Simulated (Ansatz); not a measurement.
# BiTe under pressure: fit and missing row

BiTe, Fm-3m, a = 6.394 Å. The structure is a COD entry; whether it is the stable form wasn't checked. Ansatz: PBEsol, PAW, 420 eV, Γ-centred 12×12×12 mesh on 2 atoms, Gaussian smearing 0.10 eV; no spin polarisation. Cell and atoms are relaxed at each pressure, and no other structure is tried, so the rows at high pressure may lie past a change of phase.

```
V (Å³/atom) P (GPa)
          ?    90.07
     22.257    50.08
     25.284    25.01
     28.005    11.97
     30.666     4.00
     32.108     1.00
     32.681     0.00
     33.322    -1.00
```

**Question.** Take V0 = 32.681 Å³/atom, fit the third-order Birch–Murnaghan form to the other rows, and predict the missing volume.

**Answer.** With the Eulerian strain f = ½[(V0/V)^(2/3) − 1] and y = P/[3f(1 + 2f)^(5/2)], the form is the line y = B0 + 1.5 B0 (B0′ − 4) f. Rows (f, y): 0.14594, 60.3; 0.09329, 58.3; 0.05421, 56.9; 0.02167, 55.3; 0.00593, 54.6; -0.00643, 53.5. Means f = 0.05244, y = 56.483; Σ(Δf)² = 0.01699, ΣΔfΔy = 0.7314; the slope is their ratio. y = 54.23 + 43.05 f GPa, so B0 = 54.2 GPa and B0′ = 4 + 2 × (43.05)/(3 × 54.23) = 4.53. P = 90.07 GPa is met at f = 0.20322 (y = 62.98), so V = V0 (1 + 2f)^(−3/2) = 19.594 Å³/atom. The run gave 19.476 Å³/atom, so the fit is 0.118 Å³/atom too high, 0.85 % of the span of the series, against an rms of 0.011 Å³/atom on the fitted rows. The row lies outside the fitted range. The points of y bend away from a line: a fourth-order term fitted to them gives P = 90.25 GPa at this row's volume (the line 92.43, the run 90.07). Also, this row ran on the mesh 14×14×14, its neighbour on 12×12×12, which can shift it a little.

The mesh isn't the same in all rows (12×12×12, 14×14×14). Spin–orbit coupling is left out, which can shift energies with elements as heavy as these.